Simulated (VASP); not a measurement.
# Al2O3 (Pnnm) in VASP: notebook, part 2 of 2

VASP 6.6.1. Earlier steps stand in the parts before.

## Step 4: Relaxation of cell and atoms, LDA

Input file INCAR:

```
PREC = Accurate
ENCUT = 600
EDIFF = 1E-6
ISMEAR = -1
SIGMA = 0.05
LREAL = F
LASPH = T
NELM = 100
ALGO = Normal
ISIF = 3
LWAVE = F
LCHARG = F
IBRION = 2
NSW = 60
EDIFFG = -0.02
PSTRESS = 0
```

Input file KPOINTS:

```
regular mesh
0
Gamma
  5 3 7
```

Input file POSCAR:

```
Al2O3
1.0
    4.6137770000      0.0000000000      0.0000000000
    0.0000000000      9.5632790000      0.0000000000
    0.0000000000      0.0000000000      3.1198620000
Al O
4 6
Direct
    0.9829750000      0.8245730000      0.0000000000
    0.0170250000      0.1754270000      0.0000000000
    0.4829750000      0.6754270000      0.5000000000
    0.5170250000      0.3245730000      0.5000000000
    0.5000000000      0.5000000000      0.5000000000
    0.1236350000      0.7530500000      0.5000000000
    0.3763650000      0.2530500000      0.0000000000
    0.6236350000      0.7469500000      0.0000000000
    0.0000000000      0.0000000000      0.0000000000
    0.8763650000      0.2469500000      0.5000000000
```

The run is started by

```sh
$ cat potpaw_LDA.64/Al/POTCAR potpaw_LDA.64/O/POTCAR > POTCAR
$ mpirun -np 1 vasp_std > vasp.out
```

Wall time 32 min (1 thread of Intel Xeon Platinum 8559C (Emerald Rapids), shared host); peak memory 0.26 GiB.

Results (log left out):

```
Free energy                            : -80.9827 eV
Relaxed volume                         : 13.16 Å³/atom
Relaxed cell                           : a = 4.609 Å, b = 9.599 Å, c = 2.974 Å, α = 90.00°, β = 90.00°, γ = 90.00°
Space group after relaxing (to 0.05 Å) : Pnnm (No. 58)
Energy gained by relaxing              : 29.9 meV/atom
Ionic steps                            : 54
Pressure after relaxing                : 0.1 GPa
Largest force after relaxing           : 0.011 eV/Å
Band gap on the k mesh                 : 3.43 eV, direct
```

Forces in eV/Å, atoms in the order of the input:
```
Al   0.003  0.003  0.000
Al  -0.003 -0.003  0.000
Al   0.003 -0.003  0.000
Al  -0.003  0.003  0.000
O    0.000  0.000  0.000
O    0.005  0.009  0.000
O   -0.005  0.009  0.000
O    0.005 -0.009  0.000
O    0.000  0.000  0.000
O   -0.005 -0.009  0.000
```

Stress tensor (GPa, compression positive):
```
-0.04  0.00  0.00
 0.00  0.02  0.00
 0.00  0.00  0.21
```

The path:
| step | energy change (eV) | largest force (eV/Å) | pressure (GPa) | volume (Å³) |
| --- | --- | --- | --- | --- |
| 1 | 0.0000 | 0.1943 | -6.07 | 137.66 |
| 3 | -0.1457 | 0.2591 | 0.61 | 131.49 |
| 5 | -0.1635 | 0.3446 | 0.02 | 131.73 |
| 7 | -0.1764 | 0.1480 | 0.02 | 131.92 |
| 9 | -0.1804 | 0.1859 | 0.04 | 132.03 |
| 11 | -0.1855 | 0.1622 | -0.01 | 132.16 |
| 13 | -0.1899 | 0.1093 | -0.11 | 132.41 |
| 15 | -0.1914 | 0.0609 | 0.05 | 132.32 |
| 17 | -0.1929 | 0.1477 | -0.10 | 132.37 |
| 19 | -0.1942 | 0.1340 | -0.07 | 132.36 |
| 21 | -0.1985 | 0.0741 | 0.05 | 132.29 |
| 23 | -0.2021 | 0.0802 | 0.07 | 132.36 |
| 25 | -0.2068 | 0.2725 | -0.98 | 133.76 |
| 27 | -0.2077 | 0.2162 | -0.78 | 133.50 |
| 29 | -0.2123 | 0.1603 | -0.86 | 133.67 |
| 31 | -0.2199 | 0.0909 | -1.24 | 134.34 |
| 33 | -0.2300 | 0.0838 | -0.50 | 133.96 |
| 35 | -0.2396 | 0.1995 | 0.46 | 133.47 |
| 37 | -0.2582 | 0.3991 | -0.79 | 134.19 |
| 39 | -0.2682 | 0.2230 | -0.40 | 133.93 |
| 41 | -0.2828 | 0.1759 | -0.28 | 133.24 |
| 43 | -0.2903 | 0.2642 | -0.03 | 132.27 |
| 45 | -0.2942 | 0.1580 | 0.34 | 131.46 |
| 47 | -0.2965 | 0.0338 | 0.00 | 131.80 |
| 49 | -0.2976 | 0.0603 | -0.29 | 131.97 |
| 51 | -0.2986 | 0.0278 | -0.01 | 131.70 |
| 53 | -0.2988 | 0.0211 | 0.02 | 131.64 |
| 54 | -0.2990 | 0.0106 | 0.06 | 131.59 |

Final structure:
```cif
data_structure
_symmetry_space_group_name_H-M 'P 1'
_symmetry_Int_Tables_number 1
_cell_length_a 4.6091
_cell_length_b 9.5986
_cell_length_c 2.9744
_cell_angle_alpha 90.000
_cell_angle_beta 90.000
_cell_angle_gamma 90.000
_cell_volume 131.59
loop_
_atom_site_label
_atom_site_type_symbol
_atom_site_fract_x
_atom_site_fract_y
_atom_site_fract_z
_atom_site_occupancy
Al1 Al 0.08071 0.83049 0.00000 1
Al2 Al 0.91929 0.16951 0.00000 1
Al3 Al 0.58071 0.66951 0.50000 1
Al4 Al 0.41929 0.33049 0.50000 1
O1 O 0.50000 0.50000 0.50000 1
O2 O 0.26121 0.77557 0.50000 1
O3 O 0.23879 0.27557 0.00000 1
O4 O 0.76121 0.72443 0.00000 1
O5 O 0.00000 0.00000 0.00000 1
O6 O 0.73879 0.22443 0.50000 1
```

Levels at points of the mesh, in eV from the valence-band top:
```
           k point  band 21  band 22  band 23  band 24  band 25  band 26  band 27  band 28
(0.00, 0.00, 0.00)    -1.38    -0.58    -0.06     0.00     3.43     5.23     6.21     6.27
```

Caveat: an odd mesh through Γ misses points on the zone boundary, where band edges often lie. A hybrid or GW would open this gap; LDA tends to underestimate it.

## Step 5: Relaxation of cell and atoms, LDA, target pressure 2 GPa, at which the enthalpy is minimised

Changes to INCAR since step 4:

```diff
@@ -15,2 +15,2 @@
 EDIFFG = -0.02
-PSTRESS = 0
+PSTRESS = 20
```

KPOINTS is that of step 4.

POSCAR is that of step 4.

The run is started by

```sh
$ cat potpaw_LDA.64/Al/POTCAR potpaw_LDA.64/O/POTCAR > POTCAR
$ mpirun -np 1 vasp_std > vasp.out
```

It took 34 min on 1 thread of Intel Xeon Platinum 8559C (Emerald Rapids), shared host; peak memory 0.27 GiB.

Results (log left out):

```
Free energy                                            : -80.8994 eV
Relaxed volume                                         : 11.81 Å³/atom
Relaxed cell                                           : a = 4.271 Å, b = 9.300 Å, c = 2.972 Å, α = 90.00°, β = 90.00°, γ = 90.00°
Space group after relaxing (to 0.05 Å)                 : Pnnm (No. 58)
Energy change on relaxing (the enthalpy is what falls) : -21.6 meV/atom
Ionic steps                                            : 59
Pressure after relaxing                                : 2.0 GPa
Largest force after relaxing                           : 0.019 eV/Å
Band gap on the k mesh                                 : 3.59 eV, direct
```

Forces on the atoms (eV/Å):
```
Al  -0.007  0.004  0.000
Al   0.007 -0.004  0.000
Al  -0.007 -0.004  0.000
Al   0.007  0.004  0.000
O    0.000  0.000  0.000
O   -0.018 -0.007  0.000
O    0.018 -0.007  0.000
O   -0.018  0.007  0.000
O    0.000  0.000  0.000
O    0.018  0.007  0.000
```

Stress tensor (GPa, compression positive):
```
1.95 0.00 0.00
0.00 1.88 0.00
0.00 0.00 2.08
```

The path:
```csv
step,energy change (eV),largest force (eV/Å),pressure (GPa),volume (Å³)
1,0.0000,0.1943,-6.07,137.66
3,-0.1302,0.2803,2.46,130.02
5,-0.1451,0.3463,2.04,130.03
7,-0.1632,0.1340,2.00,130.09
9,-0.1662,0.1272,2.04,130.10
11,-0.1750,0.0986,1.83,130.27
13,-0.1758,0.0383,2.03,130.22
15,-0.1761,0.0372,2.02,130.22
17,-0.1769,0.0483,2.17,130.19
19,-0.1773,0.0885,2.35,130.15
21,-0.1795,0.0755,2.29,130.25
23,-0.1870,0.0613,2.06,130.66
25,-0.1916,0.0965,1.86,130.99
27,-0.1973,0.0663,1.68,131.26
29,-0.2184,0.0957,0.79,132.50
31,-0.2244,0.0854,0.93,132.57
33,-0.2435,0.2007,1.25,132.87
35,-0.2588,0.3155,0.82,133.10
37,-0.2634,0.3087,0.42,132.43
39,-0.2583,0.2609,2.20,129.20
41,-0.2384,0.4214,2.85,127.09
43,-0.2506,0.1849,0.20,123.79
45,-0.2501,0.1173,1.12,122.71
47,-0.2218,0.2135,2.31,119.45
49,-0.2202,0.0711,2.24,118.94
51,-0.2221,0.0823,1.56,118.88
53,-0.2114,0.0393,2.06,117.80
55,-0.2139,0.0233,2.10,117.96
57,-0.2140,0.0216,2.10,117.96
59,-0.2158,0.0192,1.97,118.08
```

Final structure:
```xyz
10
Lattice="4.2712 0.0000 0.0000 0.0000 9.3003 0.0000 0.0000 0.0000 2.9724" Properties=species:S:1:pos:R:3 pbc="T T T"
Al    0.7460    7.8086    2.9724
Al    3.5252    1.4916    0.0000
Al    2.8816    6.1417    1.4862
Al    1.3896    3.1585    1.4862
O     2.1356    4.6501    1.4862
O     1.6425    7.4409    1.4862
O     0.4931    2.7908    0.0000
O     3.7781    6.5095    0.0000
O     0.0000    0.0000    2.9724
O     2.6287    1.8593    1.4862
```

Levels at points of the mesh, in eV from the valence-band top:
```csv
k point,band 21,band 22,band 23,band 24,band 25,band 26,band 27,band 28
"(0.00, 0.00, 0.00)",-1.19,-0.85,-0.07,0.00,3.59,5.56,5.74,6.69
```

Caveat: the cell is relaxed towards a set pressure, so the enthalpy falls and the energy may rise; an odd mesh through Γ misses points on the zone boundary, where band edges often lie. A hybrid or GW would open this gap; LDA tends to underestimate it.

## Step 6: Relaxation of cell and atoms, LDA, target pressure 5 GPa, at which the enthalpy is minimised

Changes to INCAR since step 5:

```diff
@@ -15,2 +15,2 @@
 EDIFFG = -0.02
-PSTRESS = 20
+PSTRESS = 50
```

KPOINTS is that of step 5.

POSCAR is that of step 5.

Potentials or basis: VASP PAW LDA potentials, release 64 (Al, O).

The run is started by

```sh
$ cat potpaw_LDA.64/Al/POTCAR potpaw_LDA.64/O/POTCAR > POTCAR
$ mpirun -np 1 vasp_std > vasp.out
```

Run time: 9.5 min. Hardware: 1 thread of Intel Xeon Platinum 8559C (Emerald Rapids), shared host; peak memory 0.26 GiB.

The run converged. Its results:

| Item | Value |
| --- | --- |
| Free energy | -80.7926 eV |
| Relaxed volume | 12.73 Å³/atom |
| Relaxed cell | a = 4.557 Å, b = 9.400 Å, c = 2.972 Å, α = 90.00°, β = 90.00°, γ = 90.00° |
| Space group after relaxing (to 0.05 Å) | Pnnm (No. 58) |
| Energy change on relaxing (the enthalpy is what falls) | -10.9 meV/atom |
| Ionic steps | 17 |
| Pressure after relaxing | 5.0 GPa |
| Largest force after relaxing | 0.020 eV/Å |
| Band gap on the k mesh | 3.68 eV, direct |

Forces on the atoms (eV/Å):
```
Al  -0.018 -0.007  0.000
Al   0.018  0.007  0.000
Al  -0.018  0.007  0.000
Al   0.018 -0.007  0.000
O    0.000  0.000  0.000
O    0.014  0.003  0.000
O   -0.014  0.003  0.000
O    0.014 -0.003  0.000
O    0.000  0.000  0.000
O   -0.014 -0.003  0.000
```

Stress tensor (GPa, compression positive):
```
5.08 0.00 0.00
0.00 4.96 0.00
0.00 0.00 4.98
```

Step by step:
```tsv
step	energy change (eV)	largest force (eV/Å)	pressure (GPa)	volume (Å³)
1	0.0000	0.1943	-6.07	137.66
2	0.5288	0.6942	19.19	119.54
3	-0.0787	0.3234	5.27	127.94
4	-0.0728	0.3300	5.53	127.75
5	-0.0648	0.8306	5.06	127.42
6	-0.0849	0.3403	5.25	127.59
7	-0.1106	0.1290	4.84	127.74
8	-0.1149	0.1558	4.65	127.80
9	-0.1049	0.1455	5.16	127.39
10	-0.1086	0.0977	5.02	127.49
11	-0.1072	0.0749	5.09	127.36
12	-0.1021	0.1560	5.17	127.15
13	-0.1025	0.1162	5.20	127.13
14	-0.1019	0.0213	5.26	127.07
15	-0.1044	0.0117	5.18	127.14
16	-0.1092	0.0211	4.99	127.30
17	-0.1089	0.0198	5.00	127.29
```

Final structure:
```
CELL_PARAMETERS angstrom
4.55713 0.00000 0.00000
0.00000 9.39972 0.00000
0.00000 0.00000 2.97152
ATOMIC_POSITIONS crystal
Al 0.98626 0.82404 0.00000
Al 0.01374 0.17596 0.00000
Al 0.48626 0.67596 0.50000
Al 0.51374 0.32404 0.50000
O 0.50000 0.50000 0.50000
O 0.12676 0.74733 0.50000
O 0.37324 0.24733 0.00000
O 0.62676 0.75267 0.00000
O 0.00000 0.00000 0.00000
O 0.87324 0.25267 0.50000
```

Levels at points of the mesh, in eV from the valence-band top:
| k point | band 21 | band 22 | band 23 | band 24 | band 25 | band 26 | band 27 | band 28 |
| --- | --- | --- | --- | --- | --- | --- | --- | --- |
| (0.00, 0.00, 0.00) | -1.30 | -0.73 | -0.06 | 0.00 | 3.68 | 5.52 | 6.22 | 7.18 |

Caveat: the cell is relaxed towards a set pressure, so the enthalpy falls and the energy may rise; an odd mesh through Γ misses points on the zone boundary, where band edges often lie.

## Step 7: The runs side by side

```tsv
task	cell	cutoff (eV)	smearing	target pressure	gap on the mesh (eV)	pressure (GPa)	largest force (eV/Å)
atomic charges	as given	520	gaussian 0.02 eV	-	3.35	-5.9	0.19
electron localisation function	as given	520	gaussian 0.02 eV	-	3.35	-5.9	0.19
relaxation of cell and atoms	relaxed	600	fermi-dirac 0.05 eV	-	3.43	0.1	0.01
relaxation of cell and atoms	relaxed to 2 GPa	600	fermi-dirac 0.05 eV	2 GPa	3.59	2.0	0.02
relaxation of cell and atoms	relaxed to 5 GPa	600	fermi-dirac 0.05 eV	5 GPa	3.68	5.0	0.02
```

Alike in all rows: level LDA; potentials or basis VASP PAW LDA potentials, release 64 (Al, O); no spin polarisation; k mesh 5 × 3 × 7.

Caveats: an odd mesh through Γ misses points on the zone boundary, where band edges often lie; the cell is relaxed towards a set pressure, so the enthalpy falls and the energy may rise (some runs).

Absolute energies hang on the potentials; compare differences alone.
